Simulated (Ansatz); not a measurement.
# SiO2: stationary points along a deformation path

Level of theory: Ansatz 0.2.0, DFT PBE, scalar-relativistic, plane waves, PAW. The runs took a 420 eV cutoff, a Γ-centred 8×8×8 mesh and Gaussian smearing (0.05 eV). No spin polarisation. Energies are free energies at this smearing, counted from the undisturbed cell; pressure is positive in compression.

The undisturbed cell (relaxed at this level; this form isn't the usual structure):

```
Si O
1.0
    -2.51337    2.51337    3.68939
     2.51337   -2.51337    3.68939
     2.51337    2.51337   -3.68939
Si O
2 4
Direct
  0.00000 0.00000 0.00000
  0.75000 0.25000 0.50000
  0.96701 0.62500 0.84201
  0.37500 0.21701 0.34201
  0.78299 0.12500 0.15799
  0.87500 0.03299 0.65799
```

At fixed volume and fractional coordinates, lengths along (0.000, 0.000, 1.000) are scaled against those across it; ρ is that ratio over its starting value. V = 15.537 Å³/atom. Δσ is the stress along the axis less the mean stress across it (compression positive).

| ρ | ΔE (meV/atom) | Δσ (GPa) | space group |
| --- | --- | --- | --- |
| 0.800 | 73.6 | 9.78 | I-42d |
| 0.850 | 40.1 | 7.31 | I-42d |
| 0.920 | 11.1 | 4.00 | I-42d |
| 0.960 | 2.7 | 2.04 | I-42d |
| 1.000 | 0.0 | -0.04 | I-42d |
| 1.050 | 4.5 | -2.90 | I-42d |
| 1.100 | 18.0 | -6.12 | I-42d |
| 1.200 | 72.9 | -13.80 | I-42d |
| 1.300 | 167.6 | -23.21 | I-42d |

How does the stress give the slope of the energy, and where is the energy stationary?

Along the path d ln(length) is 2/3 d ln ρ on the axis and −1/3 d ln ρ across it, so dE/d ln ρ = −(2/3) V Δσ: the energy falls with ρ where Δσ is positive. Δσ vanishes or changes sign between ρ = 0.960 and 1.000, a minimum (near 1.00 by linear interpolation). Pairs of stationary points between two samples would go unseen, and could change a minimum read from distant neighbours into a maximum.

Integrate that slope from ρ = 1 to 1.200 by the trapezoid rule.

With V/N in Å³ and 1 eV/Å³ = 160.2 GPa the slopes at ρ = 1.000, 1.050, 1.100, 1.200 are 3, 188, 396, 892 meV/atom per unit of ln ρ. The steps add 4.6 + 13.6 + 56.0 = 74.3 meV/atom, against 72.9 from the energies; the trapezoid rule misses the curvature of the slope within each step.

Forces appear on the atoms along this scan, and letting them relax would lower the energy and soften the response.

Cost: 9 runs of about 1.6 core-minutes in all, on Arm Neoverse V2 (shared hosts).